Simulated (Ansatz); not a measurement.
# CuI: the cost of one run

Program: Ansatz 0.2.0. Level of theory: DFT PBE, scalar-relativistic. These are calculated values, not measurements.

## (1) The structure to begin with

It takes space group Cmcm (No. 63, orthorhombic). Conventional cell: a = 7.466 Å, b = 7.422 Å, c = 4.307 Å, α = 90.00°, β = 90.00°, γ = 90.00°. Cu (site symmetry m2m) has 2 Cu at 2.46 Å and 3 I at 2.58 to 2.59 Å as nearest neighbours. I (site symmetry m2m) has 3 Cu at 2.58 to 2.59 Å as nearest neighbours.

Coordinates:

```cif
data_structure
_symmetry_space_group_name_H-M 'Cmcm'
_symmetry_Int_Tables_number 63
_cell_length_a 7.4663
_cell_length_b 7.4222
_cell_length_c 4.3070
_cell_angle_alpha 90.000
_cell_angle_beta 90.000
_cell_angle_gamma 90.000
_cell_volume 238.68
loop_
_atom_site_label
_atom_site_type_symbol
_atom_site_symmetry_multiplicity
_atom_site_Wyckoff_symbol
_atom_site_fract_x
_atom_site_fract_y
_atom_site_fract_z
_atom_site_occupancy
Cu1 Cu 4 c 0.50000 0.07956 0.75000 1
I1 I 4 c 0.50000 0.72996 0.75000 1
```

The file gives the conventional cell by its symmetry; the runs use the cell typed in the input.

Atoms are numbered in the order of the input: Cu1, Cu2, I3, I4.

## (2) The deformed structure

Space group Cmcm before, Cmcm after.

## (3) All-electron LAPW

Contents of input.yaml:

```yaml
crystal:
  lattice:
    - [3.73316759, -3.71108637, 0.0]
    - [3.73316759, 3.71108637, 0.0]
    - [0.0, 0.0, 4.4362076001]
  atoms:
    - { symbol: Cu, position: [0.42043883, 0.57956117, 0.75] }
    - { symbol: Cu, position: [0.57956117, 0.42043883, 0.25] }
    - { symbol: I, position: [0.77004268, 0.22995732, 0.75] }
    - { symbol: I, position: [0.22995732, 0.77004268, 0.25] }
kpoints:
  mp_grid: { grid: [5, 5, 6] }
  band_path:
    path:
      - [0.0, 0.0, 0.0]
      - [0.5, 0.5, 0.0]
      - [0.4970513089, 0.5029486911, 0.0]
      - [-0.4970513089, 0.4970513089, 0.0]
      - [0.0, 0.0, 0.0]
      - [0.0, 0.0, 0.5]
      - [-0.4970513089, 0.4970513089, 0.5]
      - [0.4970513089, 0.5029486911, 0.5]
      - [0.5, 0.5, 0.5]
    npoints: 5
scf:
  occupations: { method: fermi_dirac, width: 0.02 }
hamiltonian:
  xc: pbe
  pseudopotentials: { kind: all_electron, lapw: { basis_error: 0.0005 } }
output:
  forces: true
  stress: true
  eigenvalues: true
```

The run is started by

```console
$ ansatz run input.yaml --threads 1 --pin off --max-ram 4096MiB --backend cpu --events-out ev --progress --plain --runs-dir out
```

Q: Estimate wall time and peak memory on 1 thread of Intel Xeon Platinum 8375C at 2.90GHz (Ice Lake), shared host.

About 99 s, with a peak of 0.71 GiB.
